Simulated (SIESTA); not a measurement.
Runs of SIESTA 5.4.2 on HgSe. Symmetry: F-43m, No. 216, cubic system. Conventional cell: a = 6.078 Å, b = 6.078 Å, c = 6.078 Å, α = 90.00°, β = 90.00°, γ = 90.00°. Hg (site symmetry -43m) is surrounded by 4 Se at 2.63 Å. Se (site symmetry -43m) is surrounded by 4 Hg at 2.63 Å. 

```tsv
level	potentials or basis	spin	k mesh	gap on the mesh (eV)	pressure (GPa)	moment (μB)
PBEsol	PseudoDojo 0.4 standard (PBEsol files), DZP (energy shift 0.002 Ry)	off	8 × 8 × 8	none	3.3	-
PBE	PseudoDojo 0.4 standard (PBE files, fully relativistic), TZP (energy shift 0.002 Ry)	non-collinear, zero start, SOC	6 × 6 × 6	none	0.2	0.00
vdW-DF-cx	PseudoDojo 0.4 standard (PBE files), DZP (energy shift 0.002 Ry)	off	8 × 8 × 8	none	(b)	-
RPBE	PseudoDojo 0.4 standard (PBE files), DZP (energy shift 0.002 Ry)	off	8 × 8 × 8	none	8.5	-
PBE	PseudoDojo 0.4 standard (PBE files, fully relativistic), DZP (energy shift 0.002 Ry)	non-collinear, zero start, SOC	6 × 6 × 6	none	(a)	0.00
```

Alike in all rows: task band structure; cell as given; smearing fermi-dirac 0.05 eV; grid cutoff 800 Ry; energy shift 0.002 Ry.

Problem. Estimate the missing entries.

Solution. (a) 1.1; (b) 4.0.

Caveats: semicore shells carry a single zeta, which can move pressures by several GPa and volumes by a few percent; the valence orbitals were made in a potential fitted to the semicore shell under them, which widens gaps by tenths of an eV or more; the basis of atomic orbitals isn't converged, which shifts pressures, moduli and gaps; spin-orbit coupling is left out, which moves the levels of the heavy elements (some runs); the potentials were made for another functional, which shifts forces and pressure (some runs).

A k mesh can miss the band edges, and rows without SOC leave out spin-orbit coupling on Hg, Se.

A gap of «none» marks a metal or a gap under the smearing width.
